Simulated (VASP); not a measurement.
Output of a VASP run:

**OSZICAR**
```
       N       E                     dE             d eps       ncg     rms          rms(c)
DAV:   1     0.864206979930E+02    0.86421E+02   -0.74846E+03  6040   0.121E+03
DAV:   2    -0.113846167913E+02   -0.97805E+02   -0.90479E+02  6180   0.256E+02
DAV:   3    -0.146989516625E+02   -0.33143E+01   -0.32027E+01  6914   0.573E+01
DAV:   4    -0.147398460857E+02   -0.40894E-01   -0.40871E-01  6996   0.560E+00
DAV:   5    -0.147410245599E+02   -0.11785E-02   -0.11785E-02  7248   0.103E+00    0.166E+01
DAV:   6    -0.166405826607E+02   -0.18996E+01   -0.16099E+01  6136   0.969E+01    0.239E+01
DAV:   7    -0.134246420381E+02    0.32159E+01   -0.96820E+00  7308   0.909E+01    0.806E+00
DAV:   8    -0.133870569316E+02    0.37585E-01   -0.46727E-01  6894   0.966E+00    0.401E+00
DAV:   9    -0.133084995849E+02    0.78557E-01   -0.12330E-01  7960   0.889E+00    0.101E+00
DAV:  10    -0.133093577033E+02   -0.85812E-03   -0.17367E-02  7886   0.170E+00    0.510E-01
DAV:  11    -0.133085145887E+02    0.84311E-03   -0.23544E-03  7734   0.123E+00    0.189E-01
DAV:  12    -0.133084355788E+02    0.79010E-04   -0.37518E-04  7786   0.236E-01    0.986E-02
DAV:  13    -0.133084142125E+02    0.21366E-04   -0.47598E-05  8276   0.124E-01    0.450E-02
DAV:  14    -0.133084006038E+02    0.13609E-04   -0.33792E-05  7806   0.903E-02    0.208E-02
DAV:  15    -0.133084028450E+02   -0.22411E-05   -0.46502E-06  5138   0.331E-02    0.823E-03
DAV:  16    -0.133084026136E+02    0.23136E-06   -0.10475E-06  3300   0.178E-02
   1 F= -.13308403E+02 E0= -.13308657E+02  d E =0.764039E-03  mag=     2.2705
```

**OUTCAR**
```
------------------------ aborting loop because EDIFF is reached ----------------------------------------
  FORCE on cell =-STRESS in cart. coord.  units (eV):
  Direction    XX          YY          ZZ          XY          YZ          ZX
  --------------------------------------------------------------------------------------
  Total        0.1786053      0.1786053      0.3210700      0.0000000      0.0000000      0.0000000
  in kB       10.6880545     10.6880545     19.2133889      0.0000000      0.0000000      0.0000000
  external PRESSURE =      13.5298327 kB  Pullay stress =       0.0000000 kB
  volume of cell :       26.77
      direct lattice vectors                 reciprocal lattice vectors
     2.690000000  0.000000000  0.000000000     0.371747212  0.000000000  0.000000000
     0.000000000  2.690000000  0.000000000     0.000000000  0.371747212  0.000000000
     0.000000000  0.000000000  3.700000000     0.000000000  0.000000000  0.270270270
 POSITION                                       TOTAL-FORCE (eV/Angst)
 -----------------------------------------------------------------------------------
      0.00000      0.00000      0.00000         0.000000      0.000000      0.000000
      1.34500      1.34500      1.85000         0.000000      0.000000      0.000000
 -----------------------------------------------------------------------------------
    total drift:                                0.000000     -0.000000     -0.000000
  FREE ENERGIE OF THE ION-ELECTRON SYSTEM (eV)
  ---------------------------------------------------
  free  energy   TOTEN  =       -13.3084026136 eV

  energy  without entropy=      -13.3091666529  energy(sigma->0) =      -13.30865729

 total charge

# of ion       s       p       d       tot
------------------------------------------
    1        0.411   0.441   7.202   8.054
    2        0.714   0.666   8.041   9.421
--------------------------------------------------
tot          1.125   1.107  15.243  17.475

 magnetization (x)

# of ion       s       p       d       tot
------------------------------------------
    1       -0.001  -0.011   1.906   1.894
    2       -0.013  -0.048   0.453   0.391
--------------------------------------------------
tot         -0.014  -0.059   2.358   2.285
```
(Selected blocks of OUTCAR.)

File POSCAR:
```
CoPt
1
    2.6900000000     0.0000000000     0.0000000000
    0.0000000000     2.6900000000     0.0000000000
    0.0000000000     0.0000000000     3.7000000000
Co Pt
1 1
Direct
  0.0000000000   0.0000000000   0.0000000000
  0.5000000000   0.5000000000   0.5000000000
```

Problem. Reconstruct the remaining input files.

Solution. Several could match; the one computed here: the input of the run itself, PBE GGA, plane waves, VASP's PBE PAW potentials (set 64).

**KPOINTS**
```
Automatic mesh
0
Gamma
10 10 8
0 0 0
```

INCAR:
```
SYSTEM = CoPt
PREC = Accurate
ENCUT = 400
EDIFF = 1E-6
NELM = 100
ALGO = Normal
LREAL = .FALSE.
LASPH = .TRUE.
ISMEAR = 1
SIGMA = 0.1
GGA = PE
LMAXMIX = 6
ISPIN = 2
MAGMOM = 2.0 0.0
LORBIT = 10
LWAVE = .FALSE.
LCHARG = .FALSE.
ISIF = 2
```

POTCAR, in this order: Co Pt (PBE.64 set). Program: vasp_std.

The compound is CoPt in the L1_0 structure. The cell was not relaxed at this level.
